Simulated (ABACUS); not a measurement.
# GaP (F-43m) in ABACUS: settings compared, part 2 of 2

ABACUS 3.10.1.

### 4 Relaxation of cell and atoms, rPW86PBE

Input file run_abacus.py:

```python
"""Relaxation by an ASE optimiser with ABACUS as a small file-based calculator."""
import re
import subprocess
import numpy as np
from ase.calculators.calculator import Calculator, all_changes
from ase.filters import FrechetCellFilter
from ase.io import read
from ase.optimize import BFGSLineSearch
from ase.stress import full_3x3_to_voigt_6_stress
from ase.units import Bohr, GPa

atoms = read("GaP.cif")
atoms = atoms[(-atoms.numbers).argsort(kind="stable")]  # ABACUS lists atoms element by element
pseudo = {'Ga': 'Ga.upf', 'P': 'P.upf'}
orbital = {}
magmoms = None
kmesh = [6, 6, 6]
params = {
    'suffix': 'GaP',
    'calculation': 'scf',
    'basis_type': 'pw',
    'pseudo_dir': './',
    'symmetry': 1,
    'dft_functional': 'GGA_X_RPW86+GGA_C_PBE',
    'ecutwfc': 81,
    'pseudo_rcut': 10,
    'nspin': 1,
    'nbands': 13,
    'ks_solver': 'dav',
    'smearing_method': 'fd',
    'smearing_sigma': 0.00367493,
    'scf_thr': 1e-08,
    'scf_nmax': 100,
    'mixing_type': 'broyden',
    'mixing_beta': 0.7,
    'cal_force': 1,
    'cal_stress': 1,
    'kpar': 4,
}

def write_input(atoms):
    symbols = atoms.get_chemical_symbols()
    elements = list(dict.fromkeys(symbols))
    lines = ["ATOMIC_SPECIES"] + [f"{e} {atoms.get_masses()[symbols.index(e)]:.4f} {pseudo[e]}" for e in elements]
    if orbital:
        lines += ["", "NUMERICAL_ORBITAL"] + [orbital[e] for e in elements]
    lines += ["", "LATTICE_CONSTANT", f"{1 / Bohr:.10f}", "", "LATTICE_VECTORS"]
    lines += [" ".join(f"{x:.10f}" for x in v) for v in atoms.cell]
    lines += ["", "ATOMIC_POSITIONS", "Direct"]
    for e in elements:
        lines += ["", e, "0.0", str(symbols.count(e))]
        for i, p in enumerate(atoms.get_scaled_positions(wrap=False)):
            if symbols[i] == e:
                mag = "" if magmoms is None else " mag " + " ".join(str(x) for x in (magmoms[i] if isinstance(magmoms[i], list) else [magmoms[i]]))
                lines.append(" ".join(f"{x:.10f}" for x in p) + " 1 1 1" + mag)
    open("STRU", "w").write("\n".join(lines) + "\n")
    open("KPT", "w").write("K_POINTS\n0\nGamma\n%d %d %d 0 0 0\n" % tuple(kmesh))
    open("INPUT", "w").write("INPUT_PARAMETERS\n" + "".join(f"{k:<20s}{v}\n" for k, v in params.items()))

class Abacus(Calculator):
    implemented_properties = ["energy", "free_energy", "forces", "stress"]

    def calculate(self, atoms=None, properties=("energy",), system_changes=all_changes):
        super().calculate(atoms, properties, system_changes)
        write_input(self.atoms)
        subprocess.run(['mpirun', '-np', '4', 'abacus'], check=True)
        log = open("OUT.GaP/running_scf.log").read()
        if "charge density convergence is achieved" not in log:
            raise RuntimeError("SCF not converged")
        rows = lambda title, n: np.array([l.split()[-3:] for l in log.split(title)[-1].split("\n")[2:2 + n]], float)
        energy = float(re.findall(r"FINAL_ETOT_IS (\S+)", log)[-1])
        stress = -rows("TOTAL-STRESS", 3) / 10 * GPa  # ABACUS prints kbar, compression positive
        self.results = dict(energy=energy, free_energy=energy, forces=rows("TOTAL-FORCE", len(self.atoms)), stress=full_3x3_to_voigt_6_stress(stress))

atoms.calc = Abacus()
opt = BFGSLineSearch(FrechetCellFilter(atoms), logfile="opt.log", trajectory="relax.traj")
print("optimiser converged:", opt.run(fmax=0.02, steps=60))
```

Input file GaP.cif:

```cif
data_GaP
_cell_length_a 3.85408551
_cell_length_b 3.85408551
_cell_length_c 3.85408551
_cell_angle_alpha 60.00000000
_cell_angle_beta 60.00000000
_cell_angle_gamma 60.00000000
_space_group_name_H-M_alt 'P1'
_space_group_name_Hall 'P 1'
_space_group_IT_number 1
loop_
_space_group_symop_operation_xyz
'x,y,z'
loop_
_atom_site_label
_atom_site_type_symbol
_atom_site_symmetry_multiplicity
_atom_site_Wyckoff_symbol
_atom_site_fract_x
_atom_site_fract_y
_atom_site_fract_z
_atom_site_occupancy
Ga1 Ga 1 a 0.0000000000 0.0000000000 0.0000000000 1
P1 P 1 a 0.7500000000 0.7500000000 0.7500000000 1
```

Potentials or basis: PseudoDojo NC SR 0.4.1 PBE standard, plane waves.

Started as:

```
OMP_NUM_THREADS=1 python run_abacus.py > log
```

running log:

```text
ABACUS v3.10.1

               Atomic-orbital Based Ab-initio Computation at UStc

 ------------------------------------------------------------------------------------

 READING GENERAL INFORMATION
                           global_out_dir = OUT.GaP/
                           global_in_card = INPUT
                               pseudo_dir = ./
[... 8 lines left out ...]

 READING ATOM TYPE 1
                               atom label = Ga
                      L=0, number of zeta = 1
                      L=1, number of zeta = 1
                      L=2, number of zeta = 1
             number of atom for this type = 1

 READING ATOM TYPE 2
                               atom label = P
                      L=0, number of zeta = 1
                      L=1, number of zeta = 1
                      L=2, number of zeta = 1
             number of atom for this type = 1

                        TOTAL ATOM NUMBER = 2
DIRECT COORDINATES
    atom                   x                   y                   z     mag                  vx                  vy                  vz
taud_Ga1            0.0000000000        0.0000000000        0.0000000000  0.0000        0.0000000000        0.0000000000        0.0000000000
taud_P1            0.7500000000        0.7500000000        0.7500000000  0.0000        0.0000000000        0.0000000000        0.0000000000

                          Volume (Bohr^3) = 290.161
                             Volume (A^3) = 42.9973

 Lattice vectors: (Cartesian coordinate: in unit of a_0)
             +3.93235                  +0                  +0
             +1.96618            +3.40552                  +0
             +1.96618            +1.13517            +3.21075
 Reciprocal vectors: (Cartesian coordinate: in unit of 2 pi/a_0)
            +0.254301           -0.146821           -0.103818
                   -0           +0.293641           -0.103818
                   +0                  -0           +0.311454
 The esolver type has been set to : ksdft_pw

                PAO radial cut off (Bohr) = 10

 Read in pseudopotential file is Ga.upf
[... 228 lines left out ...]
 Density error is 0.0768536383253
                          Error Threshold = 0.000430396489653
----------------------------------------------------------
     Energy           Rydberg                 eV
----------------------------------------------------------
 E_KohnSham     -167.1992322975      -2274.8622604720
 E_Harris       -168.0493797186      -2286.4291095390
 E_Fermi        0.5135720473         6.9875061767
----------------------------------------------------------
[... 63 lines left out ...]
 Density error is 1.86585073322e-09
                          Error Threshold = 1.76028129264e-10
----------------------------------------------------------
     Energy           Rydberg                 eV
----------------------------------------------------------
 E_KohnSham     -167.2153459868      -2275.0814984614
 E_KS(sigma->0) -167.2153459838      -2275.0814984209
 E_Harris       -167.2155321632      -2275.0840315219
 E_band         -4.4588758567        -60.6661183253
 E_one_elec     -79.7589823493       -1085.1766266313
 E_Hartree      53.4476209626        727.1921896358
 E_xc           -46.3465548639       -630.5772288185
 E_Ewald        -94.5574297303       -1286.5198325664
 E_entropy(-TS) -0.0000000060        -0.0000000810
 E_descf        0.0000000000         0.0000000000
 E_exx          0.0000000000         0.0000000000
 E_Fermi        0.5529145790         7.5227887822
----------------------------------------------------------

 charge density convergence is achieved
 final etot is -2275.0814985 eV
 EFERMI = 7.5227887822 eV

 STATE ENERGY(eV) AND OCCUPATIONS    NSPIN == 1
 1/4 kpoint (Cartesian) = 0.0000 0.0000 0.0000 (3527 pws)
       1       -7.67509     0.00925926
       2       -7.67509     0.00925926
       3       -7.67509     0.00925926
       4       -7.59738     0.00925926
       5       -7.59738     0.00925926
       6       -5.17889     0.00925926
       7        6.86950     0.00925924
       8        6.86950     0.00925924
       9        6.86950     0.00925924
      10        8.12343    5.61626e-08
      11        10.8025    3.01834e-31
      12        10.8025    3.01834e-31
      13        10.8025    3.01834e-31
[... 32 lines left out ...]
       1       -7.73646      0.0370370
       2       -7.65539      0.0370370
       3       -7.65539      0.0370370
       4       -7.59109      0.0370370
       5       -7.59109      0.0370370
       6       -3.31606      0.0370370
       7       0.574364      0.0370370
       8        5.84545      0.0370370
       9        5.84545      0.0370370
      10        8.34014    2.94611e-09
      11        11.6565    4.60999e-38
      12        11.6565    4.60999e-38
      13        15.0921    6.64336e-68

------------------------------------------------------------------------------------------
 TOTAL-FORCE (eV/Angstrom)
------------------------------------------------------------------------------------------
                       Ga1         0.0000000000         0.0000000000         0.0000000000
                        P1         0.0000000000         0.0000000000         0.0000000000
------------------------------------------------------------------------------------------

----------------------------------------------------------------
 TOTAL-STRESS (KBAR)
----------------------------------------------------------------
        -0.1641600619        -0.0000000000         0.0000000000
        -0.0000000000        -0.1641600619        -0.0000000000
         0.0000000000        -0.0000000000        -0.1641600619
----------------------------------------------------------------
 TOTAL-PRESSURE: -0.164160 KBAR

 --------------------------------------------
 !FINAL_ETOT_IS -2275.0814984613639353 eV
 --------------------------------------------
```

INPUT:

```text
INPUT_PARAMETERS
suffix              GaP
calculation         scf
basis_type          pw
pseudo_dir          ./
symmetry            1
dft_functional      GGA_X_RPW86+GGA_C_PBE
ecutwfc             81
pseudo_rcut         10
nspin               1
nbands              13
ks_solver           dav
smearing_method     fd
smearing_sigma      0.00367493
scf_thr             1e-08
scf_nmax            100
mixing_type         broyden
mixing_beta         0.7
cal_force           1
cal_stress          1
kpar                4
```

Wall time 12 s (4 MPI ranks of Intel Xeon Platinum 8488C (Sapphire Rapids), shared host); peak memory 0.36 GiB.

Results:

```yaml
Free_energy: -2275.0815 eV
Relaxed_volume: 21.50 Å³/atom
Relaxed_cell: a = 3.932 Å, b = 3.932 Å, c = 3.932 Å, α = 60.00°, β = 60.00°, γ = 60.00°
Space_group_after_relaxing_to_0.05_Å: F-43m (No. 216)
Energy_gained_by_relaxing: 18.1 meV/atom
Ionic_steps: 2
Pressure_after_relaxing: 0.0 GPa
Band_gap_on_the_k_mesh: 1.25 eV, direct
```

Step by step:
```tsv
step	energy change (eV)	largest force (eV/Å)	pressure (GPa)	volume (Å³)
1	0.0000	0.0000	4.87	40.48
2	-0.0362	0.0000	-0.02	43.00
```

Final structure:
```
CELL_PARAMETERS angstrom
3.93235 0.00000 0.00000
1.96618 3.40552 0.00000
1.96618 1.13517 3.21075
ATOMIC_POSITIONS crystal
Ga 0.00000 0.00000 0.00000
P 0.75000 0.75000 0.75000
```

Levels at points of the mesh, in eV from the valence-band top:
| k point | band 7 | band 8 | band 9 | band 10 | band 11 |
| --- | --- | --- | --- | --- | --- |
| (0.00, 0.00, 0.00) | 0.00 | 0.00 | 0.00 | 1.25 | 3.93 |
| (0.50, 0.50, 0.50) | -6.30 | -1.02 | -1.02 | 1.47 | 4.79 |
| (0.50, 0.50, 0.00) | -6.51 | -2.45 | -2.45 | 1.87 | 1.90 |

Caveat: the potentials were made for another functional, which shifts forces and pressure.

### 5 Single point, OLYP

Input file INPUT:

```
INPUT_PARAMETERS
suffix              GaP
calculation         scf
basis_type          pw
pseudo_dir          ./
latname             fcc
symmetry            1
dft_functional      GGA_X_OPTX+GGA_C_LYP
ecutwfc             81
pseudo_rcut         10
nspin               1
nbands              19
ks_solver           dav
smearing_method     fd
smearing_sigma      0.00367493
scf_thr             1e-08
scf_nmax            100
mixing_type         broyden
mixing_beta         0.7
cal_force           1
cal_stress          1
out_chg             1
kpar                4
```

Input file STRU:

```
ATOMIC_SPECIES
Ga 69.7230 Ga.upf
P 30.9738 P.upf

LATTICE_CONSTANT
10.2999522423

ATOMIC_POSITIONS
Direct

Ga
0.0
1
0.0000000000 0.0000000000 0.0000000000 1 1 1

P
0.0
1
0.2500000000 0.2500000000 0.2500000000 1 1 1
```

Input file KPT:

```
K_POINTS
0
Gamma
6 6 6 0 0 0
```

Potentials or basis: PseudoDojo NC SR 0.4.1 PBE standard, plane waves.

Started as:

```
OMP_NUM_THREADS=1 mpirun -np 4 abacus > log
```

running log:

```text
ABACUS v3.10.1

               Atomic-orbital Based Ab-initio Computation at UStc

 ------------------------------------------------------------------------------------

 READING GENERAL INFORMATION
                           global_out_dir = OUT.GaP/
                           global_in_card = INPUT
                               pseudo_dir = ./
                              orbital_dir =
                                    DSIZE = 4
                                    GSIZE = 1

 READING UNITCELL INFORMATION
                                    ntype = 2
                  lattice constant (Bohr) = 10.3
              lattice constant (Angstrom) = 5.4505

 READING ATOM TYPE 1
                               atom label = Ga
                      L=0, number of zeta = 1
                      L=1, number of zeta = 1
                      L=2, number of zeta = 1
             number of atom for this type = 1

 READING ATOM TYPE 2
                               atom label = P
                      L=0, number of zeta = 1
                      L=1, number of zeta = 1
                      L=2, number of zeta = 1
             number of atom for this type = 1

                        TOTAL ATOM NUMBER = 2
DIRECT COORDINATES
    atom                   x                   y                   z     mag                  vx                  vy                  vz
taud_Ga1            0.0000000000        0.0000000000        0.0000000000  0.0000        0.0000000000        0.0000000000        0.0000000000
taud_P1            0.2500000000        0.2500000000        0.2500000000  0.0000        0.0000000000        0.0000000000        0.0000000000

                          Volume (Bohr^3) = 273.178
                             Volume (A^3) = 40.4807

 Lattice vectors: (Cartesian coordinate: in unit of a_0)
                 -0.5                  +0                +0.5
                   +0                +0.5                +0.5
                 -0.5                +0.5                  +0
 Reciprocal vectors: (Cartesian coordinate: in unit of 2 pi/a_0)
                   -1                  -1                  +1
[... 223 lines left out ...]

 -------------------------------------------
 SELF-CONSISTENT
 -------------------------------------------
                                 init_chg = atomic

 PW ALGORITHM --------------- ION=   1  ELEC=   1--------------------------------
 Notice: Threshold on eigenvalues was too large.
 hsover_error=0.18 > DRHO=0.087357
 Origin diag ethr = 0.01
 New diag ethr = 0.000485317

 Density error is 0.0884929766381
                          Error Threshold = 0.000485316812761
----------------------------------------------------------
     Energy           Rydberg                 eV
----------------------------------------------------------
 E_KohnSham     -167.5405202855      -2279.5057217672
 E_Harris       -168.1640413192      -2287.9891606480
 E_Fermi        0.6037757568         8.2147906061
----------------------------------------------------------
[... 63 lines left out ...]
 Density error is 2.08722598341e-09
                          Error Threshold = 2.22254899257e-10
----------------------------------------------------------
     Energy           Rydberg                 eV
----------------------------------------------------------
 E_KohnSham     -167.5581799583      -2279.7459939425
 E_KS(sigma->0) -167.5581799583      -2279.7459939424
 E_Harris       -167.5581515533      -2279.7456074727
 E_band         -3.6192211077        -49.2420293866
 E_one_elec     -76.8699862905       -1045.8698187333
 E_Hartree      52.6723850738        716.6445642534
 E_xc           -46.8829548550       -637.8753251048
 E_Ewald        -96.4776238865       -1312.6454143576
 E_entropy(-TS) -0.0000000000        -0.0000000003
 E_descf        0.0000000000         0.0000000000
 E_exx          0.0000000000         0.0000000000
 E_Fermi        0.6417160707         8.7309950598
----------------------------------------------------------

 charge density convergence is achieved
 final etot is -2279.7459939 eV
 EFERMI = 8.7309950598 eV

 STATE ENERGY(eV) AND OCCUPATIONS    NSPIN == 1
 1/4 kpoint (Cartesian) = 0.0000 0.0000 0.0000 (3383 pws)
       1       -7.16288     0.00925926
       2       -7.16288     0.00925926
       3       -7.16288     0.00925926
       4       -7.07460     0.00925926
       5       -7.07460     0.00925926
       6       -4.61146     0.00925926
[... 74 lines left out ...]
      18        21.5379        0.00000
      19        21.7340        0.00000

------------------------------------------------------------------------------------------
 TOTAL-FORCE (eV/Angstrom)
------------------------------------------------------------------------------------------
                       Ga1         0.0000000000         0.0000000000         0.0000000000
                        P1         0.0000000000         0.0000000000         0.0000000000
------------------------------------------------------------------------------------------

----------------------------------------------------------------
 TOTAL-STRESS (KBAR)
----------------------------------------------------------------
        39.5698560613         0.0000000000         0.0000000000
         0.0000000000        39.5698560613         0.0000000000
         0.0000000000         0.0000000000        39.5698560613
----------------------------------------------------------------
 TOTAL-PRESSURE: 39.569856 KBAR

 --------------------------------------------
 !FINAL_ETOT_IS -2279.7459939425452831 eV
 --------------------------------------------
```

Run time: 5.6 s. Hardware: 4 MPI ranks of Intel Xeon Platinum 8488C (Sapphire Rapids), shared host; peak memory 0.36 GiB.

Results:

```yaml
Free_energy: -2279.7460 eV
Pressure: 4.0 GPa
Band_gap_on_the_k_mesh: 1.95 eV, indirect (least direct gap 2.12 eV)
```

Caveat: the potentials were made for another functional, which shifts forces and pressure.

### 6 Summary

| task | level | potentials or basis | cell | cutoff (eV) | optimiser | force threshold | max steps | cell moves | gap on the mesh (eV) | pressure (GPa) |
| --- | --- | --- | --- | --- | --- | --- | --- | --- | --- | --- |
| single point | B86bPBE | GBRV ultrasoft 1.5 PBE, plane waves | as given | 544 | - | - | - | - | 1.68 | 2.5 |
| single point | rPW86PBE | PseudoDojo NC SR 0.4.1 PBE standard, plane waves | as given | 1102 | - | - | - | - | 1.67 | 4.9 |
| relaxation of cell and atoms | rPW86PBE | PseudoDojo NC SR 0.4.1 PBE standard, plane waves | relaxed | 1102 | ASE BFGSLineSearch | 0.02 eV/Å | 60 | yes | 1.25 | 0.0 |
| single point | OLYP | PseudoDojo NC SR 0.4.1 PBE standard, plane waves | as given | 1102 | - | - | - | - | 1.95 | 4.0 |

Alike in all rows: no spin polarisation; k mesh 6 × 6 × 6; smearing fermi-dirac 0.05 eV.

Caveats: the potentials were made for another functional, which shifts forces and pressure.

Absolute energies hang on the potentials; compare differences alone.

### 7 How close it comes

Step 2. Measured gap of GaP: 2.34 eV (indirect; 10 K; quoted in “Stacking defects in GaP nanowires: Electronic structure and optical properties”, 2018, arxiv:1810.01194). This calculation gives 1.68 eV (-0.66 eV). Spin-orbit coupling on Ga is left out. The value is that of B86bPBE on a finite k mesh, which can miss the band edges, without temperature or zero-point motion.

Step 3. Against the measured gap of GaP, 2.34 eV (indirect; 10 K; quoted in “Stacking defects in GaP nanowires: Electronic structure and optical properties”, 2018, arxiv:1810.01194), the calculated 1.67 eV is off by -0.67 eV. Spin-orbit coupling on Ga is left out. The value is that of rPW86PBE on a finite k mesh, which can miss the band edges, without temperature or zero-point motion.

Step 5. Against the measured gap of GaP, 2.34 eV (indirect; 10 K; quoted in “Stacking defects in GaP nanowires: Electronic structure and optical properties”, 2018, arxiv:1810.01194), the calculated 1.95 eV is off by -0.39 eV. Spin-orbit coupling on Ga is left out. The value is that of OLYP on a finite k mesh, which can miss the band edges, without temperature or zero-point motion.
